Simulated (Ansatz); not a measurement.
Gd:

```
CELL_PARAMETERS angstrom
3.63600 0.00000 0.00000
-1.81800 3.14887 0.00000
0.00000 0.00000 5.78260
ATOMIC_POSITIONS crystal
Gd 0.66667 0.33333 0.75000
Gd 0.33333 0.66667 0.25000
```

```yaml
Program: Ansatz 0.2.0
Task: relaxation of cell and atoms
Functional: revPBE
Potentials_or_basis: Ansatz PAW
Cutoff: "420 eV (not typed: the program's choice for these potentials)"
k_mesh: 8 × 8 × 5
Occupations: fermi-dirac, width 0.05 eV
Spin: collinear spin, ferromagnetic start
Starting_moments: "[7.0, 7.0] μB"
```

At the start: volume 33.10 Å³/atom.

Where does the relaxation end?

It ends after 6 steps and the volume is 34.95 Å³/atom (+5.6 %); space group P6_3/mmc (No. 194, to 0.05 Å); moment 15.31 μB per cell.

Step by step:
```
step  energy change (eV)  largest force (eV/Å)  volume (Å³)
   1              0.0000                0.0000        66.21
   2             -0.0198                0.0000        69.41
   3             -0.0201                0.0000        69.83
   4             -0.0210                0.0000        69.83
   5             -0.0210                0.0000        69.90
   6             -0.0210                0.0000        69.90
```

Final structure:
```
Gd
1.0
     3.69326    0.00000    0.00000
    -1.84663    3.19846    0.00000
     0.00000    0.00000    5.91722
Gd
2
Cartesian
  1.8466 1.0662 4.4379
  0.0000 2.1323 1.4793
```

Caveat: the plane-wave basis is chosen anew once the cell has moved, so the energies of steps on either side of that aren't comparable; the PAW data sets come from PBE, with cores solved anew for the run's functional, which leaves a small shift of forces and pressure.
